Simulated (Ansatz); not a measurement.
## Al under changes of volume

One of the cells (16.603 Å³/atom); the others are scaled copies at fixed shape and fractional positions:

```
CELL_PARAMETERS angstrom
0.00000 2.02481 2.02481
2.02481 0.00000 2.02481
2.02481 2.02481 0.00000
ATOMIC_POSITIONS crystal
Al 0.00000 0.00000 0.00000
```

```yaml
Program: Ansatz 0.2.0
Functional: PBE
Potentials_or_basis: PseudoDojo stringent (PBE files)
Cutoff: 544 eV
Density_cutoff: 2177 eV
k_mesh: 11 × 11 × 11
Occupations: fermi-dirac, width 0.05 eV
Spin: no spin polarisation
```

```tsv
volume (Å³/atom)	energy over the lowest point (meV/atom)	pressure (GPa)
15.607	?	?
15.939	4.10	2.8
16.271	0.27	1.0
16.603	0.00	-0.7
16.935	2.92	-2.1
17.267	8.69	-3.4
17.599	17.00	-4.6
```

**Question.** What does the run at 15.607 Å³/atom give?

**Answer.** Energy over the lowest point 11.89 meV/atom; pressure 4.8 GPa.

Worked out: A Birch-Murnaghan fit of order 3 (a polynomial in V^(-2/3)) to the other rows has its minimum at 16.46 Å³/atom with B0 = V·E''(V) = 80 GPa and B' = 4.6. It gives 11.93 meV/atom at 15.607 Å³/atom, against the run's 11.89, and -dE/dV = 4.8 GPa, against 4.8.

Energies are extrapolated to zero smearing.
